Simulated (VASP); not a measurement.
# Ag (P6_3/mmc) in VASP: further runs

Runs on Ag. Level: r2SCAN. Tasks: electric field gradients.

Everything below comes from runs of VASP 6.6.1. Logs are shortened: lines on timing, memory, paths and dates and some standing lists are left out, and cuts for length are marked.

## (1) The structure

Symmetry: P6_3/mmc, No. 194, hexagonal system. The conventional cell has a = 2.922 Å, b = 2.922 Å, c = 4.702 Å, α = 90.00°, β = 90.00°, γ = 120.00°. Around Ag (site symmetry -6m2) lie 12 Ag at 2.89 to 2.92 Å.

This isn't the form of Ag at room conditions, which is fcc.

## (2) Electric field gradients, r2SCAN (volume scaled by 1.02)

POSCAR

```
Ag
1.0
    2.9416526793      0.0000000000      0.0000000000
   -1.4708263396      2.5475459494      0.0000000000
    0.0000000000      0.0000000000      4.7327995506
Ag
2
Direct
    0.3333333333      0.6666666667      0.2500000000
    0.6666666667      0.3333333333      0.7500000000
```

INCAR.step1

```
SYSTEM = Ag
  PREC = Accurate
  ENCUT = 520
  ISMEAR = -1
  SIGMA = 0.03
  LREAL = .False.
  LASPH = .True.
  NELM = 100
  NBANDS = 18
  GGA = PE
  ALGO = Normal
  EDIFF = 1E-4
  LWAVE = .True.
  LCHARG = .False.
```

INCAR.step2

```
SYSTEM = Ag
  PREC = Accurate
  ENCUT = 520
  EDIFF = 1E-8
  ISMEAR = -1
  SIGMA = 0.03
  LREAL = .False.
  LASPH = .True.
  NELM = 100
  ALGO = Normal
  ISIF = 2
  LWAVE = .False.
  LCHARG = .False.
  METAGGA = R2SCAN
  LMIXTAU = .True.
  LEFG = .True.
  NBANDS = 18
  ISTART = 1
```

KPOINTS

```
Automatic mesh
0
Gamma
  13 13 7
  0 0 0
```

Potentials or basis: VASP PAW PBE potentials, release 64 (Ag).

The run is started by

```
> cat potpaw_PBE.64/Ag/POTCAR > POTCAR
> cp INCAR.step1 INCAR
> mpirun -np 1 vasp_std > vasp.out
> cp INCAR.step2 INCAR
> mpirun -np 1 vasp_std > vasp.out
```

OUTCAR:

```text
SYSTEM = Ag
   PREC = Accurate
   ENCUT = 520
   EDIFF = 1E-8
   ISMEAR = -1
   LREAL = .False.
   LASPH = .True.
   NELM = 100
   ISIF = 2
   METAGGA = R2SCAN
   ISTART = 1

 ion  position               nearest neighbor table
   1  0.333  0.667  0.250-   2 2.91   2 2.91   2 2.91   2 2.91   2 2.91   2 2.91
   2  0.667  0.333  0.750-   1 2.91   1 2.91   1 2.91   1 2.91   1 2.91   1 2.91

  LATTYP: Found a hexagonal cell.
 ALAT       =     2.9416526793
 C/A-ratio  =     1.6088913501

  Lattice vectors:

 A1 = (   2.9416526793,   0.0000000000,   0.0000000000)
 A2 = (  -1.4708263396,   2.5475459494,   0.0000000000)
 A3 = (   0.0000000000,   0.0000000000,   4.7327995506)

Analysis of symmetry for initial positions (statically):
=====================================================================
 Subroutine PRICEL returns:
 Original cell was already a primitive cell.

 Routine SETGRP: Setting up the symmetry group for a
 hexagonal supercell.

 Subroutine GETGRP returns: Found 24 space group operations
 (whereof 12 operations were pure point group operations)
 out of a pool of 24 trial point group operations.

The static configuration has the point symmetry D_3d.
 The point group associated with its full space group is D_6h.

Analysis of symmetry for dynamics (positions and initial velocities):
=====================================================================
 Subroutine PRICEL returns:
 Original cell was already a primitive cell.

 Routine SETGRP: Setting up the symmetry group for a
 hexagonal supercell.

 Subroutine GETGRP returns: Found 24 space group operations
 (whereof 12 operations were pure point group operations)
 out of a pool of 24 trial point group operations.

The dynamic configuration has the point symmetry D_3d.
 The point group associated with its full space group is D_6h.

 Subroutine INISYM returns: Found 24 space group operations
 (whereof 12 operations are pure point group operations),
 and found     1 'primitive' translations

----------------------------------------------------------------------------------------

                                     Primitive cell

  volume of cell :      35.4676

  direct lattice vectors                    reciprocal lattice vectors
     2.941652679  0.000000000  0.000000000     0.339944959  0.196267314  0.000000000
    -1.470826340  2.547545949  0.000000000     0.000000000  0.392534627  0.000000000
     0.000000000  0.000000000  4.732799551     0.000000000  0.000000000  0.211291433

  length of vectors
     2.941652679  2.941652679  4.732799551     0.392534627  0.392534627  0.211291433

  position of ions in fractional coordinates (direct lattice)
     0.333333333  0.666666667  0.250000000
     0.666666667  0.333333333  0.750000000

  ion indices of the primitive-cell ions
   primitive index   ion index
                 1           1
                 2           2

----------------------------------------------------------------------------------------

 KPOINTS: Automatic mesh

Automatic generation of k-mesh.
 Grid dimensions read from file:
 generate k-points for:   13   13    7

 Generating k-lattice:

  Cartesian coordinates                     Fractional coordinates (reciprocal lattice)
     0.026149612  0.015097486  0.000000000     0.076923077  0.000000000  0.000000000
     0.000000000  0.030194971  0.000000000     0.000000000  0.076923077  0.000000000
     0.000000000  0.000000000  0.030184490     0.000000000  0.000000000  0.142857143

  Length of vectors
     0.030194971  0.030194971  0.030184490

  Shift w.r.t. Gamma in fractional coordinates (k-lattice)
     0.000000000  0.000000000  0.000000000

 Subroutine IBZKPT returns following result:
 ===========================================

 Found     84 irreducible k-points:

 Following reciprocal coordinates:
            Coordinates               Weight
  0.000000  0.000000  0.000000      1.000000
  0.076923  0.000000  0.000000      6.000000
  0.153846  0.000000  0.000000      6.000000
  0.230769  0.000000  0.000000      6.000000
  0.307692  0.000000  0.000000      6.000000
  0.384615 -0.000000  0.000000      6.000000
[... 16 lines left out ...]
  0.076923  0.000000  0.142857     12.000000
  0.153846  0.000000  0.142857     12.000000
 [... further k-points ...]
   k-points           NKPTS =     84   k-points in BZ     NKDIM =     84   number of bands    NBANDS=     18
   number of dos      NEDOS =    301   number of ions     NIONS =      2
   total plane-waves  NPLWV =  20736
   dimension x,y,z NGX =    24 NGY =   24 NGZ =   36
   dimension x,y,z NGXF=    48 NGYF=   48 NGZF=   72
   ions per type =               2
   NGX,Y,Z   is equivalent  to a cutoff of  13.56, 13.56, 12.65 a.u.
   NGXF,Y,Z  is equivalent  to a cutoff of  27.13, 27.13, 25.29 a.u.
 SYSTEM =  Ag
   PREC   = accura    normal or accurate (medium, high low for compatibility)
   ISTART =      1    job   : 0-new  1-cont  2-samecut
   ICHARG =      0    charge: 1-file 2-atom 10-const
   ISPIN  =      1    spin polarized calculation?
   LNONCOLLINEAR =      F non collinear calculations
   LSORBIT =      F    spin-orbit coupling
   LASPH  =      T    aspherical Exc in radial PAW
   ENCUT  =  520.0 eV  38.22 Ry    6.18 a.u.   5.47  5.47  8.80*2*pi/ulx,y,z
   NELM   =    100;   NELMIN=  2; NELMDL=  0     # of ELM steps
   EDIFF  = 0.1E-07   stopping-criterion for ELM
   LREAL  =      F    real-space projection
   EDIFFG = 0.1E-06   stopping-criterion for IOM
   NSW    =      0    number of steps for IOM
   IBRION =     -1    ionic relax: 0-MD 1-quasi-New 2-CG
   NFREE  =      0    steps in history (QN), initial steepest desc. (CG)
   ISIF   =      2    stress and relaxation
   ISYM   =      2    0-nonsym 1-usesym 2-fastsym
   POTIM  = 0.5000    time-step for ionic-motion
   TEBEG  =    0.0;   TEEND  =   0.0 temperature during run
   PSTRESS=    0.0 pullay stress
   NELECT =      22.0000    total number of electrons
   NUPDOWN=      -1.0000    fix difference up-down
   EMIN   =  10.00;   EMAX   =-10.00  energy-range for DOS
   EFERMI =   0.00;   METHOD = LEGACY
   ISMEAR =    -1;   SIGMA  =   0.03  broadening in eV -4-tet -1-fermi 0-gaus
   EFERMI_NEDOS =   21; number of points for ismear=-14 and -15
   IALGO  =     38    algorithm
   IMIX   =      4    mixing-type and parameters
     AMIX     =   0.40;   BMIX     =  1.00
     AMIX_MAG =   1.60;   BMIX_MAG =  1.00
  volume/ion in A,a.u.               =      17.73       119.67
  Fermi-wavevector in a.u.,A,eV,Ry     =   1.396171  2.638380 26.521740  1.949293
  Thomas-Fermi vector in A             =   2.519551
   LORBIT       =      0    0 simple, 1 ext, 2 COOP (PROOUT), +10 PAW based schemes
   METAGGA = R2SCAN    functional components
   LHFCALC =     F    Hartree Fock is set to
   AEXX    =    0.0000 exact exchange contribution
   IVDW    =     0    specifies the selected vdW correction
   LEPSILON=     F    determine dielectric tensor
   LRPA    =     F    only Hartree local field effects (RPA)
 non-spin polarized calculation
  energy-cutoff  :      520.00
  volume of cell :       35.47
 maximum number of plane-waves:       978
 NGX is ok and might be reduce to    24

 number of electron      22.0000013 magnetization

 Free energy of the ion-electron system (eV)
  ---------------------------------------------------
  ext. energy  EPLUGINS =         0.00000000
  ---------------------------------------------------
  free energy    TOTEN  =       -42.70010074 eV

  energy without entropy =      -42.69829265  energy(sigma->0) =      -42.69919670

 E-fermi :   7.9818     XC(G=0): -12.6955

 val. band max:        7.9409154535   @ k =   0.3846  -0.0000   0.4286
 cond. band min:       7.9925614748   @ k =   0.3077   0.2308   0.0000
 fundamental gap:      0.0516460213
 Fermi energy:         7.9817830724

 k-point     1 :       0.0000    0.0000    0.0000
  band No.  band energies     occupation
      1       0.2373      2.00000
      2       1.4219      2.00000
      3       2.9563      2.00000
      4       2.9819      2.00000
      5       2.9819      2.00000
      6       3.2201      2.00000
[... 10 lines left out ...]
     17      26.2018      0.00000
     18      26.2948      0.00000

 k-point     2 :       0.0769    0.0000    0.0000
  band No.  band energies     occupation
      1       0.3989      2.00000
      2       1.5090      2.00000
      3       2.8178      2.00000
      4       3.0638      2.00000
      5       3.1135      2.00000
      6       3.1958      2.00000
[... 10 lines left out ...]
     17      26.4226      0.00000
     18      26.9085      0.00000
[... 442 lines left out ...]
 k-point    24 :       0.1538    0.0000    0.1429
  band No.  band energies     occupation
      1       0.9942      2.00000
      2       1.7672      2.00000
      3       2.6791      2.00000
      4       3.0132      2.00000
      5       3.0413      2.00000
      6       3.1619      2.00000
[... 10 lines left out ...]
     17      25.3789      0.00000
     18      26.1019      0.00000

 [... further k-points ...]
[... 5 lines left out ...]
  --------------------------------------------------------------------------------------
  -------------------------------------------------------------------------------------
  Total       -0.7310853     -0.7310853     -0.0342867     -0.0000000     -0.0000000      0.0000000
  in kB      -33.0253243    -33.0253243     -1.5488320     -0.0000000     -0.0000000      0.0000000
  external PRESSURE =     -22.5331602 kB  Pullay stress =       0.0000000 kB

 VOLUME and BASIS-vectors are now :
 -----------------------------------------------------------------------------
  energy-cutoff  :      520.00
  volume of cell :       35.47
      direct lattice vectors                 reciprocal lattice vectors
     2.941652679  0.000000000  0.000000000     0.339944959  0.196267314  0.000000000
    -1.470826340  2.547545949  0.000000000     0.000000000  0.392534627  0.000000000
     0.000000000  0.000000000  4.732799551     0.000000000  0.000000000  0.211291433

 POSITION                                       TOTAL-FORCE (eV/Angst)
 -----------------------------------------------------------------------------------
     -0.00000      1.69836      1.18320        -0.000000     -0.000000      0.000000
      1.47083      0.84918      3.54960         0.000000      0.000000      0.000000
 -----------------------------------------------------------------------------------
    total drift:                               -0.000000      0.000000     -0.000000

  FREE ENERGIE OF THE ION-ELECTRON SYSTEM (eV)
  ---------------------------------------------------
  free  energy   TOTEN  =       -42.7001007437 eV

  energy  without entropy=      -42.6982926483  energy(sigma->0) =      -42.69919670

 Electric field gradients (V/A^2)
---------------------------------------------------------------------
 ion       V_xx      V_yy      V_zz      V_xy      V_xz      V_yz
---------------------------------------------------------------------
   1       4.367     4.366    -8.734    -0.001     0.000    -0.000
   2       4.367     4.366    -8.734    -0.001    -0.000     0.000
---------------------------------------------------------------------

 Electric field gradients after diagonalization (V/A^2)
 (convention: |V_zz| > |V_xx| > |V_yy|)
----------------------------------------------------------------------
 ion       V_xx      V_yy      V_zz     asymmetry (V_yy - V_xx)/ V_zz
----------------------------------------------------------------------
   1       4.368     4.366    -8.734       0.000
   2       4.368     4.366    -8.734       0.000
----------------------------------------------------------------------

           NMR quadrupolar parameters

 Cq : quadrupolar parameter    Cq=e*Q*V_zz/h
 eta: asymmetry parameters     (V_yy - V_xx)/ V_zz
 Q  : nuclear electric quadrupole moment in mb (millibarn)
----------------------------------------------------------------------
 ion       Cq(MHz)       eta       Q (mb)
----------------------------------------------------------------------
   1      -0.021       0.000       1.000
   2      -0.021       0.000       1.000
----------------------------------------------------------------------
```

It took 1.7 min on 1 thread of Intel Xeon Platinum 8488C (Sapphire Rapids), shared host; peak memory 0.18 GiB.

What came out:

```yaml
Free_energy: -42.7001 eV
Pressure: -2.3 GPa
Band_gap_on_the_k_mesh: none (metal or under the smearing width)
```

Stress tensor (GPa, compression positive):
```
-3.30  0.00  0.00
 0.00 -3.30  0.00
 0.00  0.00 -0.15
```

Electric field gradients, principal values (V/Å²):
| atom | Vxx | Vyy | Vzz |
| --- | --- | --- | --- |
| 1 Ag | 4.366 | 4.368 | -8.734 |
| 2 Ag | 4.366 | 4.368 | -8.734 |

Caveat: the PAW data sets were made with another functional, which shifts forces and pressure a little.

[end of part 1 of 2]
